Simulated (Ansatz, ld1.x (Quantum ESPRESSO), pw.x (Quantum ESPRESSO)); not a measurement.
# pw.x on bcc Al: one setting changed

Potential: norm-conserving Troullier–Martins (Kleinman–Bylander form), ld1.x (Quantum ESPRESSO) 7.5, PBE; core [Ne], reference 3s2 3p1; waves: 3p (bound): rc 2.85 bohr; 3d channel at 0.2 Ry: rc 2.60 bohr; 3s (bound): rc 1.65 bohr; local part: the s channel; core correction: none.

The reference run (k-mesh 14³, cutoffs 40/160 Ry, Fermi–Dirac 0.01 Ry, mixing_beta 0.4, conv_thr 1e-9, no spin) gives 0.41 GPa at 16.945 Å³/atom, where all-electron LAPW gives 0.07 GPa. This run, with its own iteration cap, changes k-mesh shift to 1.

```
&control
  calculation='scf', prefix='x', pseudo_dir='./', outdir='./tmp', tstress=.true., disk_io='none'
/
&system
  ibrav=0, nat=1, ntyp=1, ecutwfc=40, ecutrho=160, nbnd=8,
  occupations='smearing', smearing='fd', degauss=0.01
/
&electrons
  conv_thr=1e-09, mixing_beta=0.4, electron_maxstep=50
/
ATOMIC_SPECIES
Al 1.0 Al.UPF
CELL_PARAMETERS angstrom
  -1.61805716 1.61805716 1.61805716
  1.61805716 -1.61805716 1.61805716
  1.61805716 1.61805716 -1.61805716
ATOMIC_POSITIONS crystal
Al 0.0000 0.0000 0.0000
K_POINTS automatic
14 14 14 1 1 1
```

```bash
pw.x < Al.scf.in > Al.scf.out
```

**Question.** How does the run end?

**Answer.** It converges in 5 iterations; the free energy moves by +4.3 meV/atom and the pressure by -0.22 GPa.

```
Message from routine setup:
     using ibrav=0 with symmetry is DISCOURAGED, use correct ibrav instead
     lattice parameter (alat)  =       5.2961  a.u.
     unit-cell volume          =     114.3505 (a.u.)^3
     number of electrons       =         3.00
     number of Kohn-Sham states=            8
     kinetic-energy cutoff     =      40.0000  Ry
     charge density cutoff     =     160.0000  Ry
     scf convergence threshold =      1.0E-09
     Exchange-correlation= PBE
     number of k points=   100  Fermi-Dirac smearing, width (Ry)=  0.0100
     iteration #  1     ecut=    40.00 Ry     beta= 0.40
     total energy              =      -4.14257082 Ry
     estimated scf accuracy    <       0.00554240 Ry
     iteration #  2     ecut=    40.00 Ry     beta= 0.40
     total energy              =      -4.14251043 Ry
     estimated scf accuracy    <       0.00187198 Ry
     iteration #  3     ecut=    40.00 Ry     beta= 0.40
     total energy              =      -4.14254321 Ry
     estimated scf accuracy    <       0.00000149 Ry
     iteration #  4     ecut=    40.00 Ry     beta= 0.40
     total energy              =      -4.14254392 Ry
     estimated scf accuracy    <       0.00000068 Ry
     iteration #  5     ecut=    40.00 Ry     beta= 0.40
     the Fermi energy is     7.6742 ev
!    total energy              =      -4.14254393 Ry
     estimated scf accuracy    <          2.9E-10 Ry
     smearing contrib. (-TS)   =      -0.00180681 Ry
     The total energy is F=E-TS. E is the sum of the following terms:
     one-electron contribution =       2.80066190 Ry
     hartree contribution      =       0.00479867 Ry
     xc contribution           =      -1.59033163 Ry
     ewald contribution        =      -5.35586606 Ry
     convergence has been achieved in   5 iterations
          total   stress  (Ry/bohr**3)                   (kbar)     P=        1.88
     Message from routine punch:
     Nothing written, as per user request (disk_io='none')
```

The run took about 6.6 s on one core of a shared server CPU.
